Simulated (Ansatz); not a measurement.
The system is HfO2.

```xyz
12
Lattice="5.5564 0.0000 0.0000 0.0000 3.3336 0.0000 0.0000 0.0000 6.5050" Properties=species:S:1:pos:R:3 pbc="T T T"
Hf    4.1600    2.5002    3.9542
Hf    1.3964    0.8334    2.5508
Hf    1.3818    2.5002    5.8033
Hf    4.1746    0.8334    0.7017
O     3.5533    0.8334    2.7542
O     2.0031    2.5002    3.7508
O     0.7751    0.8334    0.4983
O     4.7813    2.5002    6.0067
O     2.8937    0.8334    5.4736
O     2.6627    2.5002    1.0313
O     0.1155    0.8334    4.2838
O     5.4409    2.5002    2.2212
```

Measurements of this composition are mostly on another form, of space group No. 14.

Below is the output of Ansatz 0.2.0 for this cell. Logs are shortened: lines on timing, memory, paths and dates and some standing lists are left out, and cuts for length are marked.

```text
Warning: RAYON_NUM_THREADS=4 ignored (pool sized by the plan → 4); use --threads N
Engine: ansatz 0.2.0, aarch64-unknown-linux-gnu
Pseudopotentials: kind: paw
Pseudopotential: Hf, paw, valence charge 26, recommended cutoff 420 eV (normal), Hf.paw.azcp
Pseudopotential: O, paw, valence charge 6, recommended cutoff 420 eV (normal), O.paw.azcp
Functional definition: revPBE
  parameter kappa = 1.245
  parameter beta = 0.06672455060314922
  exchange = pbe_x(kappa = kappa, mu = beta*pi^2/3)
  correlation = pbe_c(beta = beta)
Crystal: 12 atoms, lattice volume = 120.491 Å³
Basis set: ecut = 420 eV, 2361 PW (Γ), exchange–correlation on 80×48×90 points (8 copies of the dense FFT grid, shifted against one another)
Bands: 92, of which v1, the nominal top of the filled ones, is band 76 counted from 1 (75 counted from 0)
Symmetry: 8 space group operations
Space group: Pnma (ITA 62), of the structure as read, at distance tolerance 4.9e-5 Å
[... 162 lines left out ...]
  k-point 2: bands = ["-44.0496", "-44.0496", "-44.0356", "-44.0356", "-12.9425", "-12.9425", "-12.7924", "-12.7924", "-12.7300", "-12.7300", "-12.6234", "-12.6234", "-12.5806", "-12.5806", "-12.5599", "-12.5599", "-1.1852", "-1.1852", "0.0119", "0.0119", "0.6033", "0.6033", "0.6995", "0.6995", "6.0480", "6.0480", "6.0632", "6.0632", "6.0713", "6.0713", "6.0761", "6.0761", "6.0761", "6.0761", "6.0799", "6.0799", "6.0834", "6.0834", "6.0898", "6.0898", "6.0900", "6.0900", "6.0957", "6.0957", "6.1051", "6.1051", "6.1093", "6.1093", "6.1139", "6.1139", "6.1529", "6.1529", "11.6047", "11.6047", "12.1457", "12.1457", "13.0911", "13.0911", "13.1832", "13.1832", "13.5590", "13.5590", "14.0297", "14.0297", "14.3471", "14.3471", "14.9247", "14.9247", "15.3241", "15.3241", "15.6104", "15.6104", "16.2893", "16.2893", "16.4033", "16.4033", "21.1109", "21.1109", "21.8376", "21.8376", "22.1310", "22.1310", "22.1653", "22.1653", "23.4908", "23.4908", "23.7262", "23.7262", "24.5280", "24.5280", "24.8662", "24.8662"]
  k-point 44: bands = ["-44.0345", "-44.0345", "-44.0318", "-44.0318", "-13.0248", "-13.0248", "-12.9885", "-12.9885", "-12.7141", "-12.7141", "-12.7039", "-12.7039", "-12.6364", "-12.6364", "-12.6075", "-12.6075", "-0.2002", "-0.2002", "-0.1294", "-0.1294", "0.4297", "0.4297", "0.4365", "0.4365", "6.0550", "6.0550", "6.0560", "6.0560", "6.0749", "6.0749", "6.0768", "6.0768", "6.0797", "6.0797", "6.0835", "6.0835", "6.0873", "6.0873", "6.0902", "6.0902", "6.0960", "6.0960", "6.0988", "6.0988", "6.1079", "6.1079", "6.1139", "6.1139", "6.1198", "6.1198", "6.1204", "6.1204", "11.5583", "11.5583", "11.7214", "11.7214", "12.4826", "12.4826", "12.5779", "12.5779", "13.5689", "13.5689", "14.0546", "14.0546", "15.2684", "15.2684", "15.3188", "15.3188", "15.6103", "15.6103", "15.7033", "15.7033", "16.0709", "16.0709", "16.1496", "16.1496", "22.2021", "22.2021", "22.6703", "22.6703", "22.8741", "22.8741", "23.0505", "23.0505", "23.8807", "23.8807", "24.2480", "24.2480", "24.5676", "24.5676", "24.5676", "24.5676"]
--- Relaxed structure (7 steps of the walk, 7 accepted, 2 SCFs on fresh bases) ---
  F+E_penalty+E_count = -67489.92441348 eV   max|allowed force component| = 9.570e-4 eV/Å   (the final SCF, on the basis selected at the relaxed cell)
  cell:  # Å, volume = 124.4099 Å³
    - [5.591475624940943, 0.0, 0.0]
    - [0.0, 3.3801587763744627, 0.0]
    - [0.0, 0.0, 6.582509483233799]
  atoms:
    - { symbol: Hf, position: [0.7509973814738842, 0.7499999999999999, 0.6046923418319141] }
    - { symbol: Hf, position: [0.24900261852611585, 0.25, 0.39530765816808583] }
    - { symbol: Hf, position: [0.2509973814738841, 0.7499999999999999, 0.8953076581680858] }
    - { symbol: Hf, position: [0.7490026185261159, 0.25, 0.10469234183191403] }
    - { symbol: O, position: [0.63850766465247, 0.25, 0.42108253312355864] }
    - { symbol: O, position: [0.3614923353475301, 0.7499999999999999, 0.5789174668764413] }
    - { symbol: O, position: [0.13850766465247008, 0.25, 0.07891746687644129] }
    - { symbol: O, position: [0.8614923353475299, 0.7499999999999999, 0.9210825331235587] }
    - { symbol: O, position: [0.5175456150720287, 0.25, 0.8434930602393846] }
    - { symbol: O, position: [0.4824543849279713, 0.7499999999999999, 0.1565069397606154] }
    - { symbol: O, position: [0.01754561507202874, 0.25, 0.6565069397606154] }
    - { symbol: O, position: [0.9824543849279713, 0.7499999999999999, 0.34349306023938464] }
```

Problem. What input gives this log?

Solution. Relaxation of cell and atoms with revPBE, no spin polarisation. The files as run (others can give the same):

input.yaml
```yaml
crystal:
  lattice:
    - [5.556395, 0.0, 0.0]
    - [0.0, 3.333597, 0.0]
    - [0.0, 0.0, 6.504995]
  atoms:
    - { symbol: Hf, position: [0.748682, 0.75, 0.607871] }
    - { symbol: Hf, position: [0.251318, 0.25, 0.392129] }
    - { symbol: Hf, position: [0.248682, 0.75, 0.892129] }
    - { symbol: Hf, position: [0.751318, 0.25, 0.107871] }
    - { symbol: O, position: [0.639499, 0.25, 0.4234] }
    - { symbol: O, position: [0.360501, 0.75, 0.5766] }
    - { symbol: O, position: [0.139499, 0.25, 0.0766] }
    - { symbol: O, position: [0.860501, 0.75, 0.9234] }
    - { symbol: O, position: [0.520794, 0.25, 0.841453] }
    - { symbol: O, position: [0.479206, 0.75, 0.158547] }
    - { symbol: O, position: [0.020794, 0.25, 0.658547] }
    - { symbol: O, position: [0.979206, 0.75, 0.341453] }
hamiltonian:
  xc: revpbe
  pseudopotentials: { kind: paw }
kpoints:
  mp_grid: { grid: [5, 8, 4] }
scf:
  occupations: { method: fermi_dirac, width: 0.05 }
output:
  forces: true
  stress: true
  eigenvalues: true
relax:
  f_tol: 0.01
  max_steps: 40
  cell: { stress_tol: 0.05 }
```

Potentials or basis: Ansatz PAW.
The run is started by
```sh
$ ansatz run input.yaml --threads 4 --pin off --max-ram 11264MiB --backend cpu --events-out ev --progress --plain --runs-dir out
```

Caveat: odd divisions of the mesh miss points on the zone boundary, where band edges often lie, so the gap on the mesh can be too wide; the plane-wave basis is chosen anew once the cell has moved, so the energies of steps on either side of that aren't comparable; spin-orbit coupling is left out, which moves the levels of the heavy elements; the PAW data sets come from PBE, with cores solved anew for the run's functional, which leaves a small shift of forces and pressure.
